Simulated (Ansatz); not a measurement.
**B2P: what a guessed cell relaxes into, part 1 of 2**

Aim: relax a trial structure of B2P and see where it ends.

Computed with Ansatz 0.2.0 (DFT PBE, scalar-relativistic, plane waves, PAW, unless a step's input says otherwise).

### 1 The system as given

It takes space group I4_1/amd (No. 141, tetragonal). The conventional cell has a = 4.234 Å, b = 4.234 Å, c = 11.547 Å, α = 90.00°, β = 90.00°, γ = 90.00°. B (site symmetry 2) is surrounded by 2 B at 1.80 Å and 2 P at 1.89 Å. Around P (site symmetry 2/m) lie 4 B at 1.89 Å and 2 P at 2.12 Å.

As a file:

```cif
data_structure
_symmetry_space_group_name_H-M 'I4_1/amd:1'
_symmetry_Int_Tables_number 141
_cell_length_a 4.2337
_cell_length_b 4.2337
_cell_length_c 11.5473
_cell_angle_alpha 90.000
_cell_angle_beta 90.000
_cell_angle_gamma 90.000
_cell_volume 206.98
loop_
_atom_site_label
_atom_site_type_symbol
_atom_site_symmetry_multiplicity
_atom_site_Wyckoff_symbol
_atom_site_fract_x
_atom_site_fract_y
_atom_site_fract_z
_atom_site_occupancy
B1 B 16 g 0.78711 0.78711 0.00000 1
P1 P 8 d 0.50000 0.25000 0.12500 1
```

The cell is invented: 4-, 6-connected net, elements by coordination (I4_1/amd, No. 141). Its size is a rough estimate.

### 2 A first look at the guess

Contents of input.yaml:

```yaml
crystal:
  lattice:
    - [-2.11686881, 2.11686881, 5.77364981]
    - [2.11686881, -2.11686881, 5.77364981]
    - [2.11686881, 2.11686881, -5.77364981]
  atoms:
    - { symbol: B, position: [0.78711204, 0.78711204, 0.57422408] }
    - { symbol: B, position: [0.21288796, 0.21288796, 0.42577592] }
    - { symbol: B, position: [0.53711204, 0.46288796, 0.5] }
    - { symbol: B, position: [0.96288796, 0.03711204, 0.5] }
    - { symbol: B, position: [0.96288796, 0.46288796, 0.92577592] }
    - { symbol: B, position: [0.53711204, 0.03711204, 0.07422408] }
    - { symbol: B, position: [0.21288796, 0.78711204, 0.0] }
    - { symbol: B, position: [0.78711204, 0.21288796, 0.0] }
    - { symbol: P, position: [0.375, 0.625, 0.75] }
    - { symbol: P, position: [0.875, 0.625, 0.25] }
    - { symbol: P, position: [0.375, 0.125, 0.75] }
    - { symbol: P, position: [0.375, 0.625, 0.25] }
basis:
  ecutwfc: 420
kpoints:
  mp_grid: { grid: [6, 6, 6] }
hamiltonian:
  xc: pbe
scf:
  occupations: { method: gaussian, width: 0.1 }
  lower_state_search: "off"
output:
  forces: true
  stress: true
  eigenvalues: true
```

Started as:

```sh
ansatz run input.yaml --threads 1 --pin off --max-ram 2560MiB --backend cpu --events-out ev --progress --plain --runs-dir out
```

Output, cut to the lines that bear on the results:

```text
[...]
SCF converged after 7 iterations
Free energy (F): -4257.454697 eV
[...]
E sigma→0 (E₀):  -4257.445583 eV
Entropy (-TS):   -0.018228 eV (-1.519 meV/atom)
Fermi energy:    11.456658 eV
[...]
--- Forces (eV/Å), atoms counted from 1 ---
  atom   1  B      1.76932587     1.76932587     0.00000000
  atom   2  B     -1.76932587    -1.76932587    -0.00000000
  atom   3  B     -1.76932587     1.76932587     0.00000000
  atom   4  B      1.76932587    -1.76932587    -0.00000000
  atom   5  B     -1.76932587    -1.76932587     0.00000000
  atom   6  B      1.76932587     1.76932587     0.00000000
  atom   7  B      1.76932587    -1.76932587     0.00000000
  atom   8  B     -1.76932587     1.76932587     0.00000000
[...]
--- Stress (GPa, compression-positive) ---
       42.566776       0.000000       0.000000
        0.000000      42.566776       0.000000
       -0.000000      -0.000000      45.068811
  P = ⅓ Tr σ = 43.4008 GPa (434.008 kbar)
--- Band table (eV; the first three rows and the last of 30) ---
[...]
```

Run time: 3.4 s. Hardware: 1 thread of Intel Xeon 6975P-C (Granite Rapids), shared host; peak memory 0.41 GiB.

The probe gives pressure 43.4 GPa, largest force 2.50 eV/Å, gap on this mesh none (metal). A guess like this is first relaxed loosely on the coarse mesh.

### 3 Rough relaxation on the coarse mesh

Changes to input.yaml since step 2:

```diff
@@ -31 +31,6 @@
   eigenvalues: true
+relax:
+  adjacent_minimum: "off"
+  f_tol: 0.04
+  max_steps: 70
+  cell: { stress_tol: 0.4 }
```

Started as:

```sh
ansatz run input.yaml --threads 1 --pin off --max-ram 2560MiB --backend cpu --events-out ev --progress --plain --runs-dir out
```

Output:

```text
Warning: RAYON_NUM_THREADS=1 ignored (pool sized by the plan → 1); use --threads N
basis.fft_grid_basis auto: the FFT boxes are laid along the combinations [[1, 0, 1], [0, 1, 1], [0, 0, 1]] of the cell's own vectors, 4.234, 4.234 and 6.504 Å long. The dense box has 30×30×45 points. Along the cell's own vectors, as sized, it would have 45×45×45, 2.25 times as many. Of the 16 symmetry operations that the crystal satisfies within crystal.symmetry.tolerance (time reversal apart; of a slab, those that keep its plane) the dense box along the cell's own vectors carries 16, and the one as laid loses 12 of those. basis.fft_grid_basis: typed keeps the cell's own vectors: state it where this run's energies or levels are differenced outside the engine with another run's, or held beside a run that keeps those vectors.
Engine: ansatz 0.2.0, x86_64-unknown-linux-gnu
Pseudopotentials: kind: paw
Pseudopotential: B, paw, valence charge 3, recommended cutoff 420 eV (normal), B.paw.azcp
Pseudopotential: P, paw, valence charge 5, recommended cutoff 420 eV (normal), P.paw.azcp
Functional definition: PBE
  parameter kappa = 0.804
  parameter beta = 0.06672455060314922
  exchange = pbe_x(kappa = kappa, mu = beta*pi^2/3)
  correlation = pbe_c(beta = beta)
Crystal: 12 atoms, lattice volume = 103.490 Å³
Basis set: ecut = 420 eV, 1995 PW (Γ), FFT grids on a1+a3, a2+a3, a3, exchange–correlation on 60×60×90 points (8 copies of the dense FFT grid, shifted against one another)
Bands: 34, of which v1, the nominal top of the filled ones, is band 22 counted from 1 (21 counted from 0)
Symmetry: 16 space group operations
Space group: I41/amd (ITA 141), of the structure as read, at distance tolerance 4.7e-5 Å
k-points: 30 of 216
Non-local potential: B, projectors of the file, l = 0: 2, l = 1: 2, l = 2: 1
Non-local potential: P, projectors of the file, l = 0: 2, l = 1: 2, l = 2: 2
PAW form: soft (Blöchl's): semilocal exchange-correlation on the pseudo side does not see the compensation charge
PAW one-centre angular grid: B, 110 points (default); XC on 64 Gauss nodes
PAW one-centre angular grid: P, 110 points (default); XC on 64 Gauss nodes
Initial density: superposition of atomic densities (neutral atoms: chi_scale 0, normalization atom), corrected by the library's trained network
Initial wavefunctions: pseudopotential atomic-orbital guess
Functional: x = pbe(κ = 0.804, μ = 0.2195149727645171), c = pbe(β = 0.06672455060314922)
SCF iter   1: F=—  HF=-4257.467576 eV  |F-HF|=—  |Δ(HF+E_count)|=         —  Δρ=7.00e-3  dr2=5.17e-2  ethr=1.77e-3  ⟨swp⟩=9.0  Hψ=6014  notcnv=0  defer=28
preconditioner: auto → Kerker (q_TF=auto, 2.366 Å⁻¹)  [metal: Δε(μ)=0.028 eV  Ē_g=10.799 eV  σ=0.100 eV  W_gap=0.16  n_scr=32 (ndim 8)  ℏωp=24.2 eV  f_vac=0.000  D(μ)=3.54/eV (n_scr^D=32)]
SCF iter   2: F=—  HF=-4257.457838 eV  |F-HF|=—  |Δ(HF+E_count)|=   9.74e-3  Δρ=3.77e-3  dr2=1.50e-2  ethr=1.18e-4  ⟨swp⟩=1.8  Hψ=1670  notcnv=0  defer=34
SCF iter   3: F=—  HF=-4257.454737 eV  |F-HF|=—  |Δ(HF+E_count)|=   3.10e-3  Δρ=6.16e-4  dr2=4.59e-4  ethr=3.40e-5  ⟨swp⟩=2.1  Hψ=1379  notcnv=0  defer=34
SCF iter   4: F=—  HF=-4257.454695 eV  |F-HF|=—  |Δ(HF+E_count)|=   4.15e-5  Δρ=1.76e-4  dr2=3.59e-5  ethr=1.04e-6  ⟨swp⟩=2.3  Hψ=1503  notcnv=0  defer=34
SCF iter   5: F=—  HF=-4257.454696 eV  |F-HF|=—  |Δ(HF+E_count)|=   1.10e-6  Δρ=6.57e-5  dr2=5.94e-6  ethr=8.15e-8  ⟨swp⟩=2.4  Hψ=1516  notcnv=0  defer=34
SCF iter   6: F=—  HF=-4257.454697 eV  |F-HF|=—  |Δ(HF+E_count)|=   6.82e-7  Δρ=1.36e-5  dr2=2.83e-7  ethr=1.35e-8  ⟨swp⟩=2.7  Hψ=1559  notcnv=0  defer=34
SCF iter   7: F=-4257.454697 eV  HF=-4257.454697 eV  |F-HF|=5.75e-9  |Δ(HF+E_count)|=   7.39e-8  Δρ=2.56e-6  dr2=1.49e-8  ethr=2.27e-10  ⟨swp⟩=10.5  Hψ=4739  notcnv=0
SCF 1 converged in 7 iterations: F = -4257.454697 eV  dr2 = 1.49e-8
relax step   1: F+E_penalty+E_count = -4257.45469697 eV  Δ(F+E_penalty+E_count) = +0.000e0 eV  max|allowed force component| = 1.769e0 eV/Å  Δτ_max = 0.0000 Å  P = +43.401 GPa  Ω = 103.490 Å³  (7 SCF iters, dr2 threshold 1.00e-7 eV, accepted)
Crystal: 12 atoms, lattice volume = 112.830 Å³
Basis set: ecut = 420 eV, 2195 PW (Γ), FFT grids on a1+a3, a2+a3, a3, exchange–correlation on 60×60×90 points (8 copies of the dense FFT grid, shifted against one another)
Initial density: handed on by an earlier stage of this run
Initial wavefunctions: those handed on with the density
iter 1 solved again at ethr=5.57e-4 eV; its pass at ethr=3.10e-3 eV (dr2=2.45e-1 eV) is discarded
SCF iter   1: F=—  HF=-4260.188715 eV  |F-HF|=—  |Δ(HF+E_count)|=         —  Δρ=1.21e-2  dr2=2.45e-1  ethr=5.57e-4  ⟨swp⟩=2.1  Hψ=5681  notcnv=0
preconditioner: auto → Kerker (q_TF=auto, 2.332 Å⁻¹)  [metal: Δε(μ)=0.058 eV  Ē_g=10.285 eV  σ=0.100 eV  W_gap=0.30  n_scr=32 (ndim 8)  ℏωp=23.2 eV  f_vac=0.000  D(μ)=2.59/eV (n_scr^D=14)]
SCF iter   2: F=—  HF=-4260.141633 eV  |F-HF|=—  |Δ(HF+E_count)|=   4.71e-2  Δρ=6.82e-3  dr2=7.66e-2  ethr=5.57e-4  ⟨swp⟩=1.0  Hψ=1020  notcnv=0
SCF iter   3: F=—  HF=-4260.122232 eV  |F-HF|=—  |Δ(HF+E_count)|=   1.94e-2  Δρ=1.22e-3  dr2=2.78e-3  ethr=1.74e-4  ⟨swp⟩=2.4  Hψ=1554  notcnv=0
SCF iter   4: F=—  HF=-4260.122576 eV  |F-HF|=—  |Δ(HF+E_count)|=   3.45e-4  Δρ=3.86e-4  dr2=2.07e-4  ethr=6.31e-6  ⟨swp⟩=2.1  Hψ=1602  notcnv=0
SCF iter   5: F=—  HF=-4260.122710 eV  |F-HF|=—  |Δ(HF+E_count)|=   1.34e-4  Δρ=7.20e-5  dr2=4.75e-6  ethr=4.71e-7  ⟨swp⟩=2.1  Hψ=1546  notcnv=0
SCF iter   6: F=-4260.122718 eV  HF=-4260.122718 eV  |F-HF|=8.44e-8  |Δ(HF+E_count)|=   7.68e-6  Δρ=9.09e-6  dr2=9.59e-8  ethr=2.73e-9  ⟨swp⟩=7.9  Hψ=4993  notcnv=0
SCF 2 converged in 6 iterations: F = -4260.122718 eV  dr2 = 9.59e-8
relax step   2: F+E_penalty+E_count = -4260.12271806 eV  Δ(F+E_penalty+E_count) = -2.668e0 eV  max|allowed force component| = 1.365e0 eV/Å  Δτ_max = 0.0502 Å  P = +18.813 GPa  Ω = 112.830 Å³  energy of the carried Pulay correction = -1.156e-2 eV  (6 SCF iters, dr2 threshold 1.20e-6 eV, accepted)
Crystal: 12 atoms, lattice volume = 121.545 Å³
Basis set: ecut = 420 eV, 2355 PW (Γ), FFT grids on a1+a3, a2+a3, a3, exchange–correlation on 60×60×90 points (8 copies of the dense FFT grid, shifted against one another)
iter 1 solved again at ethr=1.68e-3 eV; its pass at ethr=3.10e-3 eV (dr2=7.39e-1 eV) is discarded
SCF iter   1: F=—  HF=-4261.864661 eV  |F-HF|=—  |Δ(HF+E_count)|=         —  Δρ=1.93e-2  dr2=7.40e-1  ethr=1.68e-3  ⟨swp⟩=1.7  Hψ=5972  notcnv=0
preconditioner: auto → Kerker (q_TF=auto, 2.303 Å⁻¹)  [metal: Δε(μ)=0.008 eV  Ē_g=9.868 eV  σ=0.100 eV  W_gap=0.05  n_scr=32 (ndim 8)  ℏωp=22.3 eV  f_vac=0.000  D(μ)=2.74/eV (n_scr^D=14)]
SCF iter   2: F=—  HF=-4261.719650 eV  |F-HF|=—  |Δ(HF+E_count)|=   1.45e-1  Δρ=9.61e-3  dr2=1.66e-1  ethr=1.68e-3  ⟨swp⟩=1.2  Hψ=1026  notcnv=0
SCF iter   3: F=—  HF=-4261.674830 eV  |F-HF|=—  |Δ(HF+E_count)|=   4.48e-2  Δρ=1.37e-3  dr2=3.74e-3  ethr=3.76e-4  ⟨swp⟩=2.4  Hψ=1747  notcnv=0
SCF iter   4: F=—  HF=-4261.674561 eV  |F-HF|=—  |Δ(HF+E_count)|=   2.69e-4  Δρ=4.87e-4  dr2=3.74e-4  ethr=8.49e-6  ⟨swp⟩=2.5  Hψ=1712  notcnv=0
SCF iter   5: F=—  HF=-4261.674657 eV  |F-HF|=—  |Δ(HF+E_count)|=   9.65e-5  Δρ=8.49e-5  dr2=1.05e-5  ethr=8.49e-7  ⟨swp⟩=2.8  Hψ=1619  notcnv=0
SCF iter   6: F=-4261.674668 eV  HF=-4261.674668 eV  |F-HF|=3.05e-7  |Δ(HF+E_count)|=   1.04e-5  Δρ=1.55e-5  dr2=2.91e-7  ethr=2.73e-9  ⟨swp⟩=8.9  Hψ=5154  notcnv=0
SCF 3 converged in 6 iterations: F = -4261.674668 eV  dr2 = 2.91e-7
relax step   3: F+E_penalty+E_count = -4261.67466792 eV  Δ(F+E_penalty+E_count) = -1.552e0 eV  max|allowed force component| = 2.469e-1 eV/Å  Δτ_max = 0.0936 Å  P = +3.540 GPa  Ω = 121.545 Å³  energy of the carried Pulay correction = -2.148e-2 eV  (6 SCF iters, dr2 threshold 1.20e-6 eV, accepted)
[... 10 lines left out ...]
relax step   4: F+E_penalty+E_count = -4261.74320773 eV  Δ(F+E_penalty+E_count) = -6.854e-2 eV  max|allowed force component| = 6.125e-2 eV/Å  Δτ_max = 0.0265 Å  P = +0.753 GPa  Ω = 123.686 Å³  energy of the carried Pulay correction = -2.380e-2 eV  (5 SCF iters, dr2 threshold 1.20e-6 eV, accepted)
[... 9 lines left out ...]
relax step   5: F+E_penalty+E_count = -4261.74515718 eV  Δ(F+E_penalty+E_count) = -1.949e-3 eV  max|allowed force component| = 1.191e-2 eV/Å  Δτ_max = 0.0043 Å  P = -0.220 GPa  Ω = 124.407 Å³  energy of the carried Pulay correction = -2.458e-2 eV  (5 SCF iters, dr2 threshold 1.20e-6 eV, accepted)
[... 10 lines left out ...]
relax step   6: F+E_penalty+E_count = -4261.83235972 eV  Δ(F+E_penalty+E_count) = -8.720e-2 eV  max|allowed force component| = 9.844e-3 eV/Å  Δτ_max = 0.0000 Å  P = +0.479 GPa  Ω = 124.407 Å³  stress off target by 7.18e-1 GPa  SCF on the basis re-selected at this cell (its energy is not comparable with the rows above)  (5 SCF iters)
[... 8 lines left out ...]
relax step   7: F+E_penalty+E_count = -4261.83377336 eV  Δ(F+E_penalty+E_count) = -1.414e-3 eV  max|allowed force component| = 3.050e-3 eV/Å  Δτ_max = 0.0027 Å  P = +0.029 GPa  Ω = 124.741 Å³  energy of the carried Pulay correction = -3.692e-4 eV  (3 SCF iters, dr2 threshold 1.20e-6 eV, accepted)
iter 1 solved again at ethr=1.65e-6 eV; its pass at ethr=3.10e-3 eV (dr2=7.27e-4 eV) is discarded
SCF iter   1: F=—  HF=-4261.834116 eV  |F-HF|=—  |Δ(HF+E_count)|=         —  Δρ=3.00e-5  dr2=1.04e-6  ethr=1.65e-6  ⟨swp⟩=3.0  Hψ=8753  notcnv=0
eigensolver tolerance schedule: the retry pair's looser diagonalisation over-reported the residual by 700.71 of it (diagonalisation noise at 0.60 of the residual, at the tolerance the schedule requests for it); recorded, not acted on — ethr = c·dr2/N_el stays at c = 1.0e-1
preconditioner: auto → Kerker (q_TF=auto, 2.293 Å⁻¹)  [metal: Δε(μ)=0.016 eV  Ē_g=9.698 eV  σ=0.100 eV  W_gap=0.09  n_scr=32 (ndim 8)  ℏωp=22.1 eV  f_vac=0.000  D(μ)=2.57/eV (n_scr^D=14)]
SCF iter   2: F=—  HF=-4261.834115 eV  |F-HF|=—  |Δ(HF+E_count)|=   1.43e-6  Δρ=1.97e-5  dr2=4.92e-7  ethr=2.36e-9  ⟨swp⟩=2.1  Hψ=1503  notcnv=0
SCF iter   3: F=-4261.834115 eV  HF=-4261.834115 eV  |F-HF|=6.45e-9  |Δ(HF+E_count)|=   2.24e-7  Δρ=2.72e-6  dr2=7.08e-9  ethr=1.75e-11  ⟨swp⟩=6.8  Hψ=5165  notcnv=0
SCF 8 converged in 3 iterations: F = -4261.834115 eV  dr2 = 7.08e-9
relax step   8: F+E_penalty+E_count = -4261.83411526 eV  Δ(F+E_penalty+E_count) = -3.419e-4 eV  max|allowed force component| = 2.925e-3 eV/Å  Δτ_max = 0.0000 Å  P = +0.029 GPa  Ω = 124.741 Å³  stress off target by 8.08e-2 GPa  SCF on the basis re-selected at this cell (its energy is not comparable with the rows above)  (3 SCF iters)
basis re-selected at this cell: Δ(F+E_penalty+E_count) = -3.419e-4 eV, ΔP = +0.000 GPa vs the last step (what re-selecting the basis moved, of the pressure what is left beyond the Pulay correction that the steps carried, after the strain that the cell walked since its last selection, with what the two solves' SCF thresholds leave and, on support functions, any second-order correction that the steps lacked; it is no measure of the basis error at this ecutwfc). This SCF's stress stands 8.08e-2 GPa from its target on what of the cell is left free (relax.cell.stress_tol is 4.00e-1 GPa) and its largest allowed force component is 2.92e-3 eV/Å (relax.f_tol is 4.00e-2 eV/Å): within both
SCF converged after 3 iterations
Free energy (F): -4261.834115 eV
Harris-Foulkes:  -4261.834115 eV  (|F-HF|=6.45e-9)
Internal energy: -4261.821265 eV  (E = F + TS)
E sigma→0 (E₀):  -4261.827690 eV
Entropy (-TS):   -0.012850 eV (-1.071 meV/atom)
Fermi energy:    8.993454 eV
--- Per-component energies (eV) ---
  E_band       = 124.574946
  E_kinetic    = 660.007479
  E_local      = -335.090975  (includes V_loc(G=0)·N_el)
  E_nonlocal   = 232.440951
  E_hartree    = 82.041626
  E_xc         = -501.155585
  E_vxc        = -546.100887  (∫ρ·V_xc dr)
  E_paw        = -2905.276649  (= ΣΔE_a)
  E_vpaw       = -50.765692  (= ΣTr[D̂ρ^β])
  E_aug_tail   = -0.000006  (compensation charges beyond the density's cutoff)
  E_ewald      = -1494.788106
  E_smearing   = -0.012850  (= −TS)
  E_closure    = 0.000000  (closes the sum)
  Σ components = -4261.834115   (vs F -4261.834115, Δ=0.00e0)
--- Forces (eV/Å), atoms counted from 1 ---
  atom   1  B     -0.00292484    -0.00292484     0.00000000
  atom   2  B      0.00292484     0.00292484    -0.00000000
  atom   3  B      0.00292484    -0.00292484     0.00000000
  atom   4  B     -0.00292484     0.00292484     0.00000000
  atom   5  B      0.00292484     0.00292484    -0.00000000
  atom   6  B     -0.00292484    -0.00292484     0.00000000
  atom   7  B     -0.00292484     0.00292484     0.00000000
  atom   8  B      0.00292484    -0.00292484     0.00000000
  atom   9  P      0.00000000     0.00000000    -0.00000000
  atom  10  P      0.00000000    -0.00000000     0.00000000
  atom  11  P      0.00000000     0.00000000     0.00000000
  atom  12  P      0.00000000    -0.00000000    -0.00000000
  max |Σ_I F_I| component: 1.04e-17 eV/Å
--- Stress (GPa, compression-positive) ---
        0.080836       0.000000       0.000000
        0.000000       0.080836       0.000000
        0.000000       0.000000      -0.074194
  P = ⅓ Tr σ = 0.0292 GPa (0.292 kbar)
--- Band table (eV; the first three rows and the last of 30) ---
  k-point 0: bands = ["-6.7124", "-4.1926", "-2.0127", "-0.6652", "-0.6652", "-0.0139", "0.7023", "0.7023", "0.8548", "1.0266", "4.0087", "4.1160", "4.2368", "4.6198", "4.6198", "6.4121", "6.4121", "6.6732", "6.9453", "8.2862", "8.2862", "8.7536", "9.2284", "9.3002", "9.7037", "9.7037", "9.9339", "12.9505", "12.9505", "13.1579", "14.0794", "15.2579", "15.5881", "15.8899"]
  k-point 1: bands = ["-6.4325", "-4.0912", "-2.1564", "-1.6758", "-1.2028", "-1.0633", "0.5716", "1.4058", "2.2360", "2.3092", "2.6777", "4.2857", "4.7140", "4.9262", "5.1190", "5.8115", "6.1670", "6.8309", "7.1978", "7.2265", "7.9216", "9.0502", "9.3610", "9.4615", "10.1158", "10.4415", "10.7748", "13.2039", "13.2360", "13.9615", "14.1843", "14.5332", "15.1983", "15.3265"]
  k-point 2: bands = ["-5.6222", "-3.8335", "-3.1455", "-2.7413", "-1.8063", "-1.1389", "-0.0059", "0.7943", "2.8481", "3.5120", "4.3260", "4.3859", "4.4532", "5.1968", "5.3063", "5.4226", "6.5293", "6.9031", "7.2235", "8.3177", "8.7598", "9.3733", "9.4804", "9.7847", "10.0975", "10.3317", "10.8285", "11.9298", "12.4527", "13.7176", "14.4266", "15.0086", "15.1212", "15.1989"]
  k-point 29: bands = ["-5.8376", "-5.8376", "-1.0654", "-1.0654", "-0.8940", "-0.8940", "2.1201", "2.1201", "2.5061", "2.5061", "3.2866", "3.2866", "3.4965", "3.4965", "5.0903", "5.0903", "6.0966", "6.0966", "6.1813", "6.1813", "6.8229", "6.8229", "9.4114", "9.4114", "12.0603", "12.0603", "12.4076", "12.4076", "15.2416", "15.2416", "15.7267", "15.7267", "16.1546", "16.1546"]
--- Relaxed structure (6 steps of the walk, 6 accepted, 2 SCFs on fresh bases) ---
  F+E_penalty+E_count = -4261.83411526 eV   max|allowed force component| = 2.925e-3 eV/Å   (the final SCF, on the basis selected at the relaxed cell)
  cell:  # Å, volume = 124.7414 Å³
    - [-2.357111818118449, 2.357111818118449, 5.612939353986837]
    - [2.357111818118449, -2.357111818118449, 5.612939353986837]
    - [2.357111818118449, 2.357111818118449, -5.612939353986837]
  atoms:
    - { symbol: B, position: [0.8152836516026951, 0.8152836516026951, 0.6305673032053903] }
    - { symbol: B, position: [0.18471634839730486, 0.18471634839730486, 0.3694326967946097] }
    - { symbol: B, position: [0.5652836516026951, 0.4347163483973048, 0.5] }
    - { symbol: B, position: [0.9347163483973048, 0.06528365160269511, 0.4999999999999999] }
    - { symbol: B, position: [0.9347163483973048, 0.4347163483973049, 0.8694326967946097] }
    - { symbol: B, position: [0.5652836516026952, 0.06528365160269506, 0.1305673032053903] }
    - { symbol: B, position: [0.18471634839730477, 0.8152836516026951, 0.0] }
    - { symbol: B, position: [0.8152836516026951, 0.18471634839730477, 0.0] }
    - { symbol: P, position: [0.3750000000000001, 0.625, 0.75] }
    - { symbol: P, position: [0.875, 0.6249999999999999, 0.25000000000000006] }
    - { symbol: P, position: [0.37500000000000017, 0.125, 0.7500000000000001] }
    - { symbol: P, position: [0.3749999999999999, 0.6249999999999998, 0.24999999999999997] }
```

Run time: 29 s. Hardware: 1 thread of Intel Xeon 6975P-C (Granite Rapids), shared host; peak memory 0.45 GiB.

Relaxation path:

| step | E - E(step 1) (eV/cell) | largest force component (eV/Å) | pressure (GPa) | volume (Å³) |
| --- | --- | --- | --- | --- |
| 1 | 0.0000 | 1.7693 | 43.40 | 103.49 |
| 2 | -2.6680 | 1.3652 | 18.81 | 112.83 |
| 3 | -4.2200 | 0.2469 | 3.54 | 121.55 |
| 4 | -4.2885 | 0.0612 | 0.75 | 123.69 |
| 5 | -4.2905 | 0.0119 | -0.22 | 124.41 |
| 6 | -4.3777 | 0.0098 | 0.48 | 124.41 |
| 7 | -4.3791 | 0.0031 | 0.03 | 124.74 |
| 8 | -4.3794 | 0.0029 | 0.03 | 124.74 |

Step 1 is the start. Steps 6, 8 each repeat the geometry before them on a plane-wave basis chosen anew, so the energy can jump there without any move.

Lengths and angles in the start's conventional setting:

|  | before | after | change |
| --- | --- | --- | --- |
| a (Å) | 4.234 | 4.714 | +11.3 % |
| b (Å) | 4.234 | 4.714 | +11.3 % |
| c (Å) | 11.547 | 11.226 | -2.8 % |
| volume (Å³/atom) | 8.62 | 10.40 | +20.5 % |
| shortest distance (Å) | 1.803 | 1.742 | -3.4 % |
| space group (0.01 Å) | I4_1/amd | I4_1/amd | same |

The run keeps the 16 symmetry operations of the start, so it could not have lowered the symmetry.

(Continued in part 2 of 2.)
